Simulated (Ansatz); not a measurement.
Input and command of a plane-wave DFT calculation in Ansatz:

```yaml
crystal:
  lattice:
    - [4.3190905598, 0.0, 0.0]
    - [-2.1595452799, 3.740442146, 0.0]
    - [0.0, 0.0, 6.1162670783]
  atoms:
    - { symbol: Te, position: [0.724748499, 0.0, 0.3333333333] }
    - { symbol: Te, position: [0.0, 0.724748499, 0.6666666667] }
    - { symbol: Te, position: [0.275251501, 0.275251501, 0.0] }
basis:
  ecutwfc: 420
kpoints:
  mp_grid: { grid: [12, 12, 6] }
hamiltonian:
  xc: pbe
scf:
  occupations: { method: gaussian, width: 0.01 }
output:
  forces: true
  stress: true
  eigenvalues: true
relax:
  adjacent_minimum: "off"
  f_tol: 0.008
  max_steps: 40
  cell: { stress_tol: 0.015, fix: [a, b, gamma] }
```

```bash
ansatz run input.yaml --threads 1 --pin off --max-ram 2560MiB --backend cpu --events-out ev --progress --plain --runs-dir out
```

Processor: Arm Neoverse V2, 1 thread, on a host shared with other jobs.

Q: How long does it run, and how much memory does it take?

A: About 2.1 min on 1 thread of Arm Neoverse V2 (shared host), peak memory 0.47 GiB. It solves 29 bands at 100 k points (the mesh reduced by symmetry) with about 1923 plane waves (on the last cell), in 25 SCF iterations over 5 ionic steps.
